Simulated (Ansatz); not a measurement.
Program: Ansatz. Geometries: PBE0-D4/def2-TZVP. ΔE: electronic, gas phase. CBS: MP2 limit from def2 TZ/QZ plus the TZ coupled-cluster correction, frozen cores. This one scheme is used for every species. Functionals use def2-TZVPP. B3LYP here is the variant with VWN-RPA as its local correlation; programs differ in this. For Ga, Se outer-core shells are correlated without core-valence functions, which leaves a few kJ/mol of doubt a bond. Scalar relativity is left out up to krypton. Each species was taken in one conformer, which may not be the lowest.

Consider the formal exchange of groups at the Se–Ga bond: `C[Se][GaH][Cl]` + `FC(F)F` → `C[Se]C(F)(F)F` + `[Cl][GaH2]`.

`C[Se][GaH][Cl]`:

```xyz
8

C    -0.658   -0.670   -1.091
Se   -1.296    0.706    0.150
Ga    0.602    0.989    1.419
Cl    2.273   -0.257    0.881
H    -0.268   -1.522   -0.542
H    -1.525   -0.968   -1.678
H     0.109   -0.258   -1.742
H     0.762    1.979    2.603
```

`FC(F)F`:

Z-matrix (Å, degrees):
```
C
F 1 1.331
F 1 1.331 2 108.5
F 1 1.331 2 108.5 3 -117.7
H 1 1.093 2 110.4 3 121.1
```

`C[Se]C(F)(F)F`:

```xyz
9

C     0.055    0.046   -1.469
Se   -1.055    0.826   -0.080
C    -0.101   -0.006    1.407
F    -0.131   -1.341    1.352
F    -0.675    0.373    2.547
F     1.186    0.347    1.453
H    -0.344    0.420   -2.411
H    -0.021   -1.038   -1.445
H     1.086    0.373   -1.353
```

`[Cl][GaH2]`:

```xyz
4

Cl    0.489   -1.228   -1.424
Ga   -0.052    0.130    0.151
H    -1.342    0.961   -0.105
H     0.906    0.136    1.378
```

Question: Is it downhill or uphill in electronic energy at CCSD(T)/CBS, and by how much? (Estimate.)

Answer: The calculation gave: Uphill: ΔE = +1.74 eV.

Question: What do these levels give: LDA (SPW92), revPBE-D4, B3LYP-D4, B2PLYP, PBE0, r2SCANh, r2SCAN0, BHLYP, CCSD/def2-SVP, SCS-MP2/def2-TZVPP, CCSD/def2-TZVPP, HF/CBS(def2)? (An estimate is asked.)

Answer: The calculation gave: LDA (SPW92) 1.55, revPBE-D4 1.59, B3LYP-D4 1.69, B2PLYP 1.71, PBE0 1.69, r2SCANh 1.67, r2SCAN0 1.72, BHLYP 1.74, CCSD/def2-SVP 1.77, SCS-MP2/def2-TZVPP 1.75, CCSD/def2-TZVPP 1.75, HF/CBS(def2) 1.81 eV.

Largest T1 diagnostic among the species: 0.012.

In def2-TZVPP, CCSD(T) changes the Hartree–Fock value by −0.10 eV (the triples alone add −0.01 eV) and MP2 by −0.04 eV. From r2SCAN to r2SCAN0 (25 % exact exchange), in def2-TZVPP and without D4, ΔE moves by +0.07 eV.
